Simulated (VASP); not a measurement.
# SnSe2 (P-3m1) in VASP: further runs

The runs below take SnSe2 through single point, with LDA.

Everything below comes from runs of VASP 6.6.1. Logs are shortened: lines on timing, memory, paths and dates and some standing lists are left out, and cuts for length are marked.

**1. The crystal as given**

The structure is trigonal, space group P-3m1 (No. 164). Conventional cell: a = 3.811 Å, b = 3.811 Å, c = 6.136 Å, α = 90.00°, β = 90.00°, γ = 120.00°. Sn (site symmetry -3m) is surrounded by 6 Se at 2.68 Å. Around Se (site symmetry 3m) lie 3 Sn at 2.68 Å.

**2. Single point, LDA**

File INCAR:

```
SYSTEM = SnSe2
PREC     = Accurate       ! precision mode
ENCUT    = 450            ! plane-wave cutoff, eV
EDIFF    = 1E-5           ! SCF threshold, eV
ISMEAR   = 0              ! smearing method
SIGMA    = 0.05           ! smearing width, eV
LREAL    = .False.        ! projectors in reciprocal space
LASPH    = .True.         ! aspherical terms in the spheres
NELM     = 100            ! most SCF steps
ALGO     = Normal         ! electronic algorithm
ISIF     = 2              ! what is computed and relaxed
LWAVE    = .False.        ! write WAVECAR
LCHARG   = .False.        ! write CHGCAR
NBANDS   = 20             ! bands
ADDGRID  = .False.
```

File KPOINTS:

```
regular mesh
0
Gamma
  5 5 3
  0 0 0
```

File POSCAR:

```
SnSe2
1.0
    3.8110000000      0.0000000000      0.0000000000
   -1.9055000000      3.3004228138      0.0000000000
    0.0000000000      0.0000000000      6.1360000000
Sn Se
1 2
Direct
    0.0255860000      0.0074750000      0.0043360000
    0.6613810000      0.3516810000      0.7467700000
    0.3595740000      0.6870860000      0.2661230000
```

Potentials or basis: VASP PAW LDA potentials, release 64 (Sn_d, Se).

Run with:

```bash
$ cat potpaw_LDA.64/Sn_d/POTCAR potpaw_LDA.64/Se/POTCAR > POTCAR
$ mpirun -np 1 vasp_std > vasp.out
```

OUTCAR:

```text
SYSTEM = SnSe2
   PREC = Accurate
   ENCUT = 450
   EDIFF = 1E-5
   ISMEAR = 0
   LREAL = .False.
   LASPH = .True.
   NELM = 100
   ISIF = 2

 Found     38 irreducible k-points:

 Following reciprocal coordinates:
            Coordinates               Weight
  0.000000  0.000000  0.000000      1.000000
  0.200000 -0.000000  0.000000      2.000000
  0.000000  0.200000  0.000000      2.000000
 -0.200000  0.200000  0.000000      2.000000
  0.400000 -0.000000  0.000000      2.000000
  0.000000  0.400000  0.000000      2.000000
   k-points           NKPTS =     38   k-points in BZ     NKDIM =     38   number of bands    NBANDS=     20
   number of dos      NEDOS =    301   number of ions     NIONS =      3
   total plane-waves  NPLWV =  32928
   dimension x,y,z NGX =    28 NGY =   28 NGZ =   42
   dimension x,y,z NGXF=    56 NGYF=   56 NGZF=   84
   ions per type =               1   2
   NGX,Y,Z   is equivalent  to a cutoff of  12.21, 12.21, 11.38 a.u.
   NGXF,Y,Z  is equivalent  to a cutoff of  24.43, 24.43, 22.76 a.u.
 SYSTEM =  SnSe2
   PREC   = accura    normal or accurate (medium, high low for compatibility)
   ISTART =      0    job   : 0-new  1-cont  2-samecut
   ICHARG =      2    charge: 1-file 2-atom 10-const
   ISPIN  =      1    spin polarized calculation?
   LNONCOLLINEAR =      F non collinear calculations
   LSORBIT =      F    spin-orbit coupling
   LASPH  =      T    aspherical Exc in radial PAW
   ENCUT  =  450.0 eV  33.07 Ry    5.75 a.u.   6.59  6.59 10.61*2*pi/ulx,y,z
   NELM   =    100;   NELMIN=  2; NELMDL= -5     # of ELM steps
   EDIFF  = 0.1E-04   stopping-criterion for ELM
   LREAL  =      F    real-space projection
   EDIFFG = 0.1E-03   stopping-criterion for IOM
   NSW    =      0    number of steps for IOM
   IBRION =     -1    ionic relax: 0-MD 1-quasi-New 2-CG
   NFREE  =      0    steps in history (QN), initial steepest desc. (CG)
   ISIF   =      2    stress and relaxation
   ISYM   =      2    0-nonsym 1-usesym 2-fastsym
   POTIM  = 0.5000    time-step for ionic-motion
   TEBEG  =    0.0;   TEEND  =   0.0 temperature during run
   PSTRESS=    0.0 pullay stress
   NELECT =      26.0000    total number of electrons
   NUPDOWN=      -1.0000    fix difference up-down
   EMIN   =  10.00;   EMAX   =-10.00  energy-range for DOS
   EFERMI =   0.00;   METHOD = LEGACY
   ISMEAR =     0;   SIGMA  =   0.05  broadening in eV -4-tet -1-fermi 0-gaus
   EFERMI_NEDOS =   21; number of points for ismear=-14 and -15
   IALGO  =     38    algorithm
   IMIX   =      4    mixing-type and parameters
     AMIX     =   0.40;   BMIX     =  1.00
     AMIX_MAG =   1.60;   BMIX_MAG =  1.00
  volume/ion in A,a.u.               =      25.73       173.61
  Fermi-wavevector in a.u.,A,eV,Ry     =   1.139116  2.152617 17.654722  1.297585
  Thomas-Fermi vector in A             =   2.275820
   LORBIT       =      0    0 simple, 1 ext, 2 COOP (PROOUT), +10 PAW based schemes
   GGA     = CA    functional components
   LHFCALC =     F    Hartree Fock is set to
   AEXX    =    0.0000 exact exchange contribution
   IVDW    =     0    specifies the selected vdW correction
   LEPSILON=     F    determine dielectric tensor
   LRPA    =     F    only Hartree local field effects (RPA)
 non-spin polarized calculation
 Gauss-broadening in eV      SIGMA  =   0.05
  energy-cutoff  :      450.00
  volume of cell :       77.18
 maximum number of plane-waves:      1701
 NGX is ok and might be reduce to    28
   NGX = 13   NGY = 13   NGZ = 21

 number of electron      26.0000001 magnetization

 Free energy of the ion-electron system (eV)
  ---------------------------------------------------
  ext. energy  EPLUGINS =         0.00000000
  ---------------------------------------------------
  free energy    TOTEN  =       -13.70104219 eV

  energy without entropy =      -13.70104219  energy(sigma->0) =      -13.70104219

 E-fermi :   4.3634     XC(G=0):  -9.8237

 val. band max:        4.1580361944   @ k =   0.2000  -0.0000   0.0000
 cond. band min:       4.5676769658   @ k =   0.4000  -0.4000   0.3333
 fundamental gap:      0.4096407714
 Fermi energy:         4.3633615491

 k-point     1 :       0.0000    0.0000    0.0000
  band No.  band energies     occupation
      1     -17.0603      2.00000
      2     -17.0563      2.00000
      3     -17.0165      2.00000
      4     -17.0056      2.00000
      5     -17.0044      2.00000
      6      -9.7505      2.00000
[... 12 lines left out ...]
     19      13.0704      0.00000
     20      13.2532      0.00000

 k-point     2 :       0.2000   -0.0000    0.0000
  band No.  band energies     occupation
      1     -17.0779      2.00000
      2     -17.0437      2.00000
      3     -17.0168      2.00000
      4     -17.0033      2.00000
      5     -17.0009      2.00000
      6      -9.3667      2.00000
[... 12 lines left out ...]
     19      12.0393      0.00000
     20      13.4691      0.00000

 k-point     3 :       0.0000    0.2000    0.0000
  band No.  band energies     occupation
      1     -17.0739      2.00000
      2     -17.0473      2.00000
      3     -17.0150      2.00000
      4     -17.0056      2.00000
      5     -17.0006      2.00000
      6      -9.3660      2.00000
[... 12 lines left out ...]
     19      12.1297      0.00000
     20      13.4718      0.00000

 k-point     4 :      -0.2000    0.2000    0.0000
  band No.  band energies     occupation
      1     -17.0737      2.00000
      2     -17.0467      2.00000
      3     -17.0145      2.00000
      4     -17.0063      2.00000
      5     -17.0009      2.00000
      6      -9.3681      2.00000
[... 12 lines left out ...]
     19      12.1937      0.00000
     20      13.4930      0.00000

 k-point     5 :       0.4000   -0.0000    0.0000
  band No.  band energies     occupation
      1     -17.1097      2.00000
      2     -17.0343      2.00000
      3     -17.0287      2.00000
      4     -16.9879      2.00000
      5     -16.9808      2.00000
      6      -8.4499      2.00000
[... 12 lines left out ...]
     19      13.5731      0.00000
     20      14.5188      0.00000

 k-point     6 :       0.0000    0.4000    0.0000
  band No.  band energies     occupation
      1     -17.1047      2.00000
      2     -17.0378      2.00000
      3     -17.0268      2.00000
      4     -16.9902      2.00000
      5     -16.9812      2.00000
      6      -8.4330      2.00000
[... 12 lines left out ...]
     19      13.5911      0.00000
     20      14.4287      0.00000

 [... further k-points ...]

------------------------ aborting loop because EDIFF is reached ----------------------------------------

  FORCE on cell =-STRESS in cart. coord.  units (eV):
  Direction    XX          YY          ZZ          XY          YZ          ZX
  --------------------------------------------------------------------------------------
  -------------------------------------------------------------------------------------
  Total       -0.3377377     -0.3690370     -0.6944863      0.0762168     -0.1036604     -0.5026654
  in kB       -7.0112617     -7.6610197    -14.4171826      1.5822223     -2.1519370    -10.4350779
  external PRESSURE =      -9.6964880 kB  Pullay stress =       0.0000000 kB

 VOLUME and BASIS-vectors are now :
 -----------------------------------------------------------------------------
  energy-cutoff  :      450.00
  volume of cell :       77.18
      direct lattice vectors                 reciprocal lattice vectors
     3.811000000  0.000000000  0.000000000     0.262398321  0.151495741  0.000000000
    -1.905500000  3.300422814  0.000000000     0.000000000  0.302991482  0.000000000
     0.000000000  0.000000000  6.136000000     0.000000000  0.000000000  0.162972621

 POSITION                                       TOTAL-FORCE (eV/Angst)
 -----------------------------------------------------------------------------------
      0.08326      0.02467      0.02661        -0.374763      0.111529      0.274216
      1.85039      1.16070      4.58218         0.388976     -0.023543      0.005336
      0.06109      2.26767      1.63293        -0.014213     -0.087986     -0.279552
 -----------------------------------------------------------------------------------
    total drift:                               -0.000079     -0.000207      0.000482

  FREE ENERGIE OF THE ION-ELECTRON SYSTEM (eV)
  ---------------------------------------------------
  free  energy   TOTEN  =       -13.7010421923 eV

  energy  without entropy=      -13.7010421922  energy(sigma->0) =      -13.70104219
```

Run time: 17 s. Hardware: 1 thread of Intel Xeon 6975P-C (Granite Rapids), shared host; peak memory 0.17 GiB.

The run converged, but some of its settings lie outside the range that counts as converged, so its numbers aren't taken as properties of the crystal.

What came out:

| Property | Result |
| --- | --- |
| Free energy | -13.7010 eV |
| Pressure | -1.0 GPa |
| Largest force | 0.478 eV/Å |
| Band gap on the k mesh | 0.41 eV, indirect (least direct gap 0.86 eV) |

Caveat: spin-orbit coupling is left out, which moves the levels of the heavy elements; an odd mesh through Γ misses points on the zone boundary, where band edges often lie.

**3. Single point, LDA**

Edit INCAR of step 2 so:

```diff
@@ -3,3 +3,3 @@
 ENCUT    = 450            ! plane-wave cutoff, eV
-EDIFF    = 1E-5           ! SCF threshold, eV
+EDIFF    = 1E-6           ! SCF threshold, eV
 ISMEAR   = 0              ! smearing method
```

KPOINTS is that of step 2.

File POSCAR:

```
SnSe2
1.0
    3.8110000000      0.0000000000      0.0000000000
   -1.9055000000      3.3004228138      0.0000000000
    0.0000000000      0.0000000000      6.1360000000
Sn Se
1 2
Direct
    0.0000000000      0.0000000000      0.0000000000
    0.6666666667      0.3333333333      0.7510000000
    0.3333333333      0.6666666667      0.2490000000
```

Potentials or basis: VASP PAW LDA potentials, release 64 (Sn_d, Se).

Run with:

```bash
$ cat potpaw_LDA.64/Sn_d/POTCAR potpaw_LDA.64/Se/POTCAR > POTCAR
$ mpirun -np 1 vasp_std > vasp.out
```

Wall time 7.4 s (1 thread of Intel Xeon 6975P-C (Granite Rapids), shared host); peak memory 0.15 GiB.

These settings aren't checked as converged: the numbers below hold their error.

Results:

| Item | Value |
| --- | --- |
| Free energy | -13.7160 eV |
| Pressure | 1.1 GPa |
| Largest force | 0.456 eV/Å |
| Band gap on the k mesh | 0.66 eV, indirect (least direct gap 0.89 eV) |

Caveat: spin-orbit coupling is left out, which moves the levels of the heavy elements; an odd mesh through Γ misses points on the zone boundary, where band edges often lie.

**4. Single point, LDA**

INCAR is that of step 3.

KPOINTS is that of step 3.

File POSCAR:

```
SnSe2
1.0
    3.8110000000      0.0000000000      0.0000000000
   -1.9055000000      3.3004228138      0.0000000000
    0.0000000000      0.0000000000      6.1360000000
Sn Se
1 2
Direct
    0.0255860000      0.0074750000      0.0043360000
    0.6613810000      0.3516810000      0.7467700000
    0.3595740000      0.6870860000      0.2661230000
```

Run with:

```bash
$ cat potpaw_LDA.64/Sn_d/POTCAR potpaw_LDA.64/Se/POTCAR > POTCAR
$ mpirun -np 1 vasp_std > vasp.out
```

Run time: 20 s. Hardware: 1 thread of Intel Xeon 6975P-C (Granite Rapids), shared host; peak memory 0.17 GiB.

The run converged, but some of its settings lie outside the range that counts as converged, so its numbers aren't taken as properties of the crystal.

What came out:

```
Free energy            : -13.7010 eV
Pressure               : -1.0 GPa
Largest force          : 0.477 eV/Å
Band gap on the k mesh : 0.41 eV, indirect (least direct gap 0.86 eV)
```

Caveat: spin-orbit coupling is left out, which moves the levels of the heavy elements; an odd mesh through Γ misses points on the zone boundary, where band edges often lie.

**5. Single point, LDA**

Edit INCAR of step 4 so:

```diff
@@ -3,3 +3,3 @@
 ENCUT    = 450            ! plane-wave cutoff, eV
-EDIFF    = 1E-6           ! SCF threshold, eV
+EDIFF    = 1E-7           ! SCF threshold, eV
 ISMEAR   = 0              ! smearing method
@@ -14,2 +14,2 @@
 NBANDS   = 20             ! bands
-ADDGRID  = .False.
+ADDGRID  = .True.
```

KPOINTS is that of step 4.

File POSCAR:

```
SnSe2
1.0
    3.8110000000      0.0000000000      0.0000000000
   -1.9055000000      3.3004228138      0.0000000000
    0.0000000000      0.0000000000      6.1360000000
Sn Se
1 2
Direct
    0.0000000000      0.0000000000      0.0000000000
    0.6666666667      0.3333333333      0.7510000000
    0.3333333333      0.6666666667      0.2490000000
```

Run with:

```bash
$ cat potpaw_LDA.64/Sn_d/POTCAR potpaw_LDA.64/Se/POTCAR > POTCAR
$ mpirun -np 1 vasp_std > vasp.out
```

Run time: 14 s. Hardware: 1 thread of Intel Xeon 6975P-C (Granite Rapids), shared host; peak memory 0.23 GiB.

The run converged, but some of its settings lie outside the range that counts as converged, so its numbers aren't taken as properties of the crystal.

What came out:

* Free energy: -13.7160 eV
* Pressure: 1.1 GPa
* Largest force: 0.457 eV/Å
* Band gap on the k mesh: 0.66 eV, indirect (least direct gap 0.89 eV)

Caveat: spin-orbit coupling is left out, which moves the levels of the heavy elements; an odd mesh through Γ misses points on the zone boundary, where band edges often lie.

**6. The reference run**

An earlier run on the cell as given: functional PBEsol; potentials or basis VASP PAW PBE potentials, release 64 (Sn_d, Se); cutoff 520 eV; k mesh 8 × 8 × 5; occupations fermi-dirac, width 0.05 eV; no spin polarisation.

* Pressure: 2.6 GPa
* Largest force: 0.622 eV/Å
* Band gap on the k mesh: 0.73 eV, indirect (least direct gap 1.00 eV)
